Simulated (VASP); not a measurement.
# Fe (Pm-3m) in VASP: single point with PBE

Aim: the single point of Fe with PBE.

Everything below comes from runs of VASP 6.6.1. Logs are shortened: lines on timing, memory, paths and dates and some standing lists are left out, and cuts for length are marked.

## Step 1: The crystal as given

Symmetry: Pm-3m, No. 221, cubic system. Conventional cell: a = 2.269 Å, b = 2.269 Å, c = 2.269 Å, α = 90.00°, β = 90.00°, γ = 90.00°. Fe (site symmetry m-3m) has 6 Fe at 2.27 Å as nearest neighbours.

The cell was built by a generator and needn't be a form met in nature.

## Step 2: Single point, PBE

Input file INCAR:

```
SYSTEM = Fe
  PREC = Accurate
  ENCUT = 520
  EDIFF = 1E-6
  ISMEAR = -1
  SIGMA = 0.13605693000000002
  LREAL = .FALSE.
  LASPH = .TRUE.
  NELM = 60
  ALGO = Fast
  ISIF = 2
  LWAVE = .FALSE.
  LCHARG = .FALSE.
  GGA = PE
  NBANDS = 10
```

Input file KPOINTS:

```
Automatic mesh
0
G
  14 14 14
  0 0 0
```

Input file POSCAR:

```
Fe
1.0
    2.2691533647      0.0000000000      0.0000000000
    0.0000000000      2.2691533647      0.0000000000
    0.0000000000      0.0000000000      2.2691533647
Fe
1
Direct
    0.0000000000      0.0000000000      0.0000000000
```

Potentials or basis: VASP PAW PBE potentials, release 64 (Fe).

Started as:

```console
cat potpaw_PBE.64/Fe/POTCAR > POTCAR
mpirun -np 1 vasp_std > vasp.out
```

OUTCAR:

```text
SYSTEM = Fe
   PREC = Accurate
   ENCUT = 520
   EDIFF = 1E-6
   ISMEAR = -1
   LREAL = .FALSE.
   LASPH = .TRUE.
   NELM = 60
   ISIF = 2
   GGA = PE

 ion  position               nearest neighbor table
   1  0.000  0.000  0.000-

  LATTYP: Found a simple cubic cell.
 ALAT       =     2.2691533647

  Lattice vectors:

 A1 = (   2.2691533647,   0.0000000000,   0.0000000000)
 A2 = (   0.0000000000,   2.2691533647,   0.0000000000)
 A3 = (   0.0000000000,   0.0000000000,   2.2691533647)

Analysis of symmetry for initial positions (statically):
=====================================================================
 Subroutine PRICEL returns:
 Original cell was already a primitive cell.

 Routine SETGRP: Setting up the symmetry group for a
 simple cubic supercell.

 Subroutine GETGRP returns: Found 48 space group operations
 (whereof 48 operations were pure point group operations)
 out of a pool of 48 trial point group operations.

The static configuration has the point symmetry O_h .

Analysis of symmetry for dynamics (positions and initial velocities):
=====================================================================
 Subroutine PRICEL returns:
 Original cell was already a primitive cell.

 Routine SETGRP: Setting up the symmetry group for a
 simple cubic supercell.

 Subroutine GETGRP returns: Found 48 space group operations
 (whereof 48 operations were pure point group operations)
 out of a pool of 48 trial point group operations.

The dynamic configuration has the point symmetry O_h .

 Subroutine INISYM returns: Found 48 space group operations
 (whereof 48 operations are pure point group operations),
 and found     1 'primitive' translations

----------------------------------------------------------------------------------------

                                     Primitive cell

  volume of cell :      11.6840

  direct lattice vectors                    reciprocal lattice vectors
     2.269153365  0.000000000  0.000000000     0.440692998  0.000000000  0.000000000
     0.000000000  2.269153365  0.000000000     0.000000000  0.440692998  0.000000000
     0.000000000  0.000000000  2.269153365     0.000000000  0.000000000  0.440692998

  length of vectors
     2.269153365  2.269153365  2.269153365     0.440692998  0.440692998  0.440692998

  position of ions in fractional coordinates (direct lattice)
     0.000000000  0.000000000  0.000000000

  ion indices of the primitive-cell ions
   primitive index   ion index
                 1           1

----------------------------------------------------------------------------------------

 KPOINTS: Automatic mesh

Automatic generation of k-mesh.
 Grid dimensions read from file:
 generate k-points for:   14   14   14

 Generating k-lattice:

  Cartesian coordinates                     Fractional coordinates (reciprocal lattice)
     0.031478071  0.000000000  0.000000000     0.071428571  0.000000000  0.000000000
     0.000000000  0.031478071  0.000000000     0.000000000  0.071428571  0.000000000
     0.000000000  0.000000000  0.031478071     0.000000000  0.000000000  0.071428571

  Length of vectors
     0.031478071  0.031478071  0.031478071

  Shift w.r.t. Gamma in fractional coordinates (k-lattice)
     0.000000000  0.000000000  0.000000000

 Subroutine IBZKPT returns following result:
 ===========================================

 Found    120 irreducible k-points:

 Following reciprocal coordinates:
            Coordinates               Weight
  0.000000  0.000000  0.000000      1.000000
  0.071429  0.000000  0.000000      6.000000
  0.142857  0.000000  0.000000      6.000000
  0.214286  0.000000  0.000000      6.000000
  0.285714  0.000000  0.000000      6.000000
  0.357143  0.000000  0.000000      6.000000
[... 16 lines left out ...]
  0.285714  0.214286  0.000000     24.000000
  0.357143  0.214286  0.000000     24.000000
 [... further k-points ...]
   k-points           NKPTS =    120   k-points in BZ     NKDIM =    120   number of bands    NBANDS=     10
   number of dos      NEDOS =    301   number of ions     NIONS =      1
   total plane-waves  NPLWV =   5832
   dimension x,y,z NGX =    18 NGY =   18 NGZ =   18
   dimension x,y,z NGXF=    36 NGYF=   36 NGZF=   36
   ions per type =               1
   NGX,Y,Z   is equivalent  to a cutoff of  13.19, 13.19, 13.19 a.u.
   NGXF,Y,Z  is equivalent  to a cutoff of  26.37, 26.37, 26.37 a.u.
 SYSTEM =  Fe
   PREC   = accura    normal or accurate (medium, high low for compatibility)
   ISTART =      0    job   : 0-new  1-cont  2-samecut
   ICHARG =      2    charge: 1-file 2-atom 10-const
   ISPIN  =      1    spin polarized calculation?
   LNONCOLLINEAR =      F non collinear calculations
   LSORBIT =      F    spin-orbit coupling
   LASPH  =      T    aspherical Exc in radial PAW
   ENCUT  =  520.0 eV  38.22 Ry    6.18 a.u.   4.22  4.22  4.22*2*pi/ulx,y,z
   NELM   =     60;   NELMIN=  2; NELMDL= -5     # of ELM steps
   EDIFF  = 0.1E-05   stopping-criterion for ELM
   LREAL  =      F    real-space projection
   EDIFFG = 0.1E-04   stopping-criterion for IOM
   NSW    =      0    number of steps for IOM
   IBRION =     -1    ionic relax: 0-MD 1-quasi-New 2-CG
   NFREE  =      0    steps in history (QN), initial steepest desc. (CG)
   ISIF   =      2    stress and relaxation
   ISYM   =      2    0-nonsym 1-usesym 2-fastsym
   POTIM  = 0.5000    time-step for ionic-motion
   TEBEG  =    0.0;   TEEND  =   0.0 temperature during run
   PSTRESS=    0.0 pullay stress
   NELECT =       8.0000    total number of electrons
   NUPDOWN=      -1.0000    fix difference up-down
   EMIN   =  10.00;   EMAX   =-10.00  energy-range for DOS
   EFERMI =   0.00;   METHOD = LEGACY
   ISMEAR =    -1;   SIGMA  =   0.14  broadening in eV -4-tet -1-fermi 0-gaus
   EFERMI_NEDOS =   21; number of points for ismear=-14 and -15
   IALGO  =     68    algorithm
   IMIX   =      4    mixing-type and parameters
     AMIX     =   0.40;   BMIX     =  1.00
     AMIX_MAG =   1.60;   BMIX_MAG =  1.00
  volume/ion in A,a.u.               =      11.68        78.85
  Fermi-wavevector in a.u.,A,eV,Ry     =   1.442916  2.726715 28.327410  2.082006
  Thomas-Fermi vector in A             =   2.561382
   LORBIT       =      0    0 simple, 1 ext, 2 COOP (PROOUT), +10 PAW based schemes
   GGA     = PE    functional components
   LHFCALC =     F    Hartree Fock is set to
   AEXX    =    0.0000 exact exchange contribution
   IVDW    =     0    specifies the selected vdW correction
   LEPSILON=     F    determine dielectric tensor
   LRPA    =     F    only Hartree local field effects (RPA)
 non-spin polarized calculation
 RMM-DIIS sequential band-by-band and
  energy-cutoff  :      520.00
  volume of cell :       11.68
 maximum number of plane-waves:       324
 NGX is ok and might be reduce to    18
   NGX =  9   NGY =  9   NGZ =  9

 number of electron       7.9999999 magnetization

 Free energy of the ion-electron system (eV)
  ---------------------------------------------------
  ext. energy  EPLUGINS =         0.00000000
  ---------------------------------------------------
  free energy    TOTEN  =        -7.22254168 eV

  energy without entropy =       -7.07806419  energy(sigma->0) =       -7.15030294

 E-fermi :   5.7701     XC(G=0): -12.8878

 val. band max:        5.7626725191   @ k =   0.3571   0.2857   0.1429
 cond. band min:       5.7787929722   @ k =   0.3571   0.3571   0.0000
 fundamental gap:      0.0161204531
 Fermi energy:         5.7701287741

 k-point     1 :       0.0000    0.0000    0.0000
  band No.  band energies     occupation
      1      -2.4972      2.00000
      2       2.0051      2.00000
      3       2.0051      2.00000
      4       6.7495      0.00149
      5       6.7495      0.00149
      6       6.7495      0.00149
      7      26.4639      0.00000
      8      26.4639      0.00000
      9      26.4639      0.00000
     10      30.5338      0.00000

 k-point     2 :       0.0714    0.0000    0.0000
  band No.  band energies     occupation
      1      -2.3323      2.00000
      2       2.0351      2.00000
      3       2.1035      2.00000
      4       6.6621      0.00284
      5       6.6621      0.00284
      6       6.7564      0.00142
      7      24.6085      0.00000
      8      26.6980      0.00000
      9      26.6980      0.00000
     10      30.5092      0.00000

 k-point     3 :       0.1429    0.0000    0.0000
  band No.  band energies     occupation
      1      -1.8529      2.00000
      2       2.1201      2.00000
      3       2.3873      2.00000
      4       6.4232      0.01633
      5       6.4232      0.01633
      6       6.7758      0.00123
      7      21.6281      0.00000
      8      27.3788      0.00000
      9      27.3788      0.00000
     10      30.4354      0.00000

 k-point     4 :       0.2143    0.0000    0.0000
  band No.  band energies     occupation
      1      -1.1054      2.00000
      2       2.2450      2.00000
      3       2.8224      2.00000
      4       6.0924      0.17122
      5       6.0924      0.17121
      6       6.8038      0.00100
      7      18.6980      0.00000
      8      28.4520      0.00000
      9      28.4520      0.00000
     10      30.3149      0.00000
[... 222 lines left out ...]
 k-point    22 :       0.2143    0.2143    0.0000
  band No.  band energies     occupation
      1       0.1099      2.00000
      2       2.6968      2.00000
      3       3.4454      2.00000
      4       5.5499      1.66915
      5       6.1093      0.15273
      6       6.2538      0.05560
      7      19.0972      0.00000
      8      21.1191      0.00000
      9      30.3173      0.00000
     10      31.9068      0.00000

 k-point    23 :       0.2857    0.2143    0.0000
  band No.  band energies     occupation
      1       0.8402      2.00000
      2       2.8119      2.00000
      3       3.8853      2.00000
      4       5.5642      1.63926
      5       5.8354      0.76463
      6       6.2450      0.05919
      7      16.9491      0.00000
      8      21.5001      0.00000
      9      31.6309      0.00000
     10      31.8516      0.00000

 k-point    24 :       0.3571    0.2143    0.0000
  band No.  band energies     occupation
      1       1.5371      2.00000
      2       2.8471      2.00000
      3       4.0355      1.99999
      4       5.5550      1.65877
      5       6.2058      0.07818
      6       6.2828      0.04514
      7      14.5734      0.00000
      8      22.5782      0.00000
      9      30.2659      0.00000
     10      32.8138      0.00000

 [... further k-points ...]

------------------------ aborting loop because EDIFF is reached ----------------------------------------

  FORCE on cell =-STRESS in cart. coord.  units (eV):
  Direction    XX          YY          ZZ          XY          YZ          ZX
  --------------------------------------------------------------------------------------
  -------------------------------------------------------------------------------------
  Total       -0.0008688     -0.0008688     -0.0008688      0.0000000      0.0000000      0.0000000
  in kB       -0.1191354     -0.1191354     -0.1191354      0.0000000      0.0000000      0.0000000
  external PRESSURE =      -0.1191354 kB  Pullay stress =       0.0000000 kB

 VOLUME and BASIS-vectors are now :
 -----------------------------------------------------------------------------
  energy-cutoff  :      520.00
  volume of cell :       11.68
      direct lattice vectors                 reciprocal lattice vectors
     2.269153365  0.000000000  0.000000000     0.440692998  0.000000000  0.000000000
     0.000000000  2.269153365  0.000000000     0.000000000  0.440692998  0.000000000
     0.000000000  0.000000000  2.269153365     0.000000000  0.000000000  0.440692998

 POSITION                                       TOTAL-FORCE (eV/Angst)
 -----------------------------------------------------------------------------------
      0.00000      0.00000      0.00000         0.000000      0.000000      0.000000
 -----------------------------------------------------------------------------------
    total drift:                                0.000000      0.000000      0.000000

  FREE ENERGIE OF THE ION-ELECTRON SYSTEM (eV)
  ---------------------------------------------------
  free  energy   TOTEN  =        -7.2225416831 eV

  energy  without entropy=       -7.0780641947  energy(sigma->0) =       -7.15030294
```

Run time: 6 s. Hardware: 1 thread of Intel Xeon 6975P-C (Granite Rapids), shared host; peak memory 0.12 GiB.

Results:

- Free energy: -7.2225 eV
- Pressure: 0.0 GPa
- Band gap on the k mesh: none (metal or under the smearing width)

Caveat: the run has no spin polarisation, though such a crystal can be magnetic. Spin polarisation is off, so any magnetic state and its effect on volume and gap are missing.
